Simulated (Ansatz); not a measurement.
Here is an Ansatz 0.2.0 calculation.

The input input:

```
crystal:
  lattice:
    - [2.95701033, 0.0, 0.0]
    - [0.0, 2.95701033, 0.0]
    - [0.0, 0.0, 2.95701033]
  atoms:
    - { symbol: B, position: [0.5, 0.5, 0.5] }
    - { symbol: As, position: [0.0, 0.0, 0.0] }
hamiltonian:
  xc: pbe0
  pseudopotentials: { kind: paw }
kpoints:
  mp_grid: { grid: [5, 5, 5] }
scf:
  occupations: { method: fermi_dirac, width: 0.05 }
output:
  forces: true
  stress: true
  eigenvalues: true
relax:
  f_tol: 0.01
  max_steps: 40
  cell: { stress_tol: 0.05 }
```

Predict the relaxed volume.

11.88 Å³/atom.

Predict the space group after relaxing (to 0.05 Å).

Pm-3m (No. 221).

What does it give for the band gap on the k mesh?

None (metal or under the smearing width).

Predict the relaxed cell.

a = 2.875 Å, b = 2.875 Å, c = 2.875 Å, α = 90.00°, β = 90.00°, γ = 90.00°.

Final structure:
```xyz
2
Lattice="2.8752 0.0000 0.0000 0.0000 2.8752 0.0000 0.0000 0.0000 2.8752" Properties=species:S:1:pos:R:3 pbc="T T T"
B     1.4376    1.4376    1.4376
As    0.0000    0.0000    0.0000
```

Caveat: the k mesh is coarse (spacing up to 0.42 Å⁻¹), so the values aren't converged, least of all with exact exchange; the PAW data sets come from PBE, with cores solved anew for the run's functional, which leaves a small shift of forces and pressure.
